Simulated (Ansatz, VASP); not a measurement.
**H in VASP and in Ansatz**

```
H
1.0
     2.61060   -2.54900    0.01710
     2.56116    2.49847    0.02311
     0.03175    0.00485    4.11224
H
4
Direct
  0.96700 0.01327 0.05644
  0.45420 0.57213 0.40121
  0.53697 0.44315 0.49260
  0.07921 0.93731 0.91170
```

Change from the starting cell: all atoms moved at random (sigma 0.1 Å), cell strained at random (1 %).

Alike in both runs: task single point; functional PBE; k mesh 6 × 6 × 6; occupations gaussian, width 0.02 eV; no spin polarisation.

|  | VASP | Ansatz |
| --- | --- | --- |
| version | VASP 6.6.1 | Ansatz 0.2.0 |
| potentials or method | VASP PAW PBE potentials, release 64 (H) | scalar-relativistic, plane waves, PAW |
| plane-wave cutoff (eV) | 520 | 420 |
| valence electrons in the cell | 4 | 4 |

```tsv
	VASP	Ansatz	Ansatz less VASP
gap on the k mesh at the Fermi level (eV)	9.15	9.15	+0.001
least direct gap on the mesh (eV)	9.52	9.52	+0.001
pressure (GPa)	2.3	2.5	+0.18
largest component of the traceless stress (GPa)	4.45	4.42	-0.022
rms of the force components (eV/Å)	1.732	1.724	-0.0077
```

Atom by atom the forces differ by 0.008 eV/Å (rms over components). With one functional, cell and mesh, what is left measures potentials, basis and numerics.

Caveats: forces of over 1 eV/Å show positions far from the minimum, so gaps and moduli don't describe the material at rest. A k mesh can miss the band edges.
